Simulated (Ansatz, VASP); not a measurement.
# MgH2: VASP beside Ansatz

```
Mg H
1.0
    -0.00022    0.00043    3.01340
     4.51465   -0.00085   -0.00034
    -0.00081    4.51903    0.00065
Mg H
2 4
Direct
  0.99999 0.99999 0.00003
  0.49999 0.49999 0.50002
  0.00001 0.30406 0.30481
  0.99999 0.69600 0.69515
  0.49993 0.80400 0.19519
  0.50008 0.19596 0.80480
```

Change from the starting cell: marcasite type (Pnnm, No. 58); cell x1, atoms moved at random (sigma 0.1 Å) and cell strained at random (1.5 %), then relaxed without symmetry.

Alike in both runs: functional PBE; k mesh 6 × 4 × 4; occupations gaussian, width 0.1 eV; no spin polarisation.

Ansatz relaxed the structure, and its values are those at the end. VASP's run is a single point on that final structure, the one shown.

|  | VASP | Ansatz |
| --- | --- | --- |
| version | VASP 6.6.1 | Ansatz 0.2.0 |
| potentials or method | VASP PAW PBE potentials, release 64 (Mg, H) | scalar-relativistic, plane waves, PAW |
| plane-wave cutoff (eV) | 520 | 420 |
| valence electrons in the cell | 8 | 24 |

|  | VASP | Ansatz | Ansatz less VASP |
| --- | --- | --- | --- |
| gap on the k mesh at the Fermi level (eV) | 3.88 | 3.89 | +0.012 |
| least direct gap on the mesh (eV) | 4.70 | 4.71 | +0.010 |
| pressure (GPa) | -0.3 | 0.0 | +0.28 |

The two sets of potentials don't hold the same shells in valence.

A k mesh can miss the band edges.
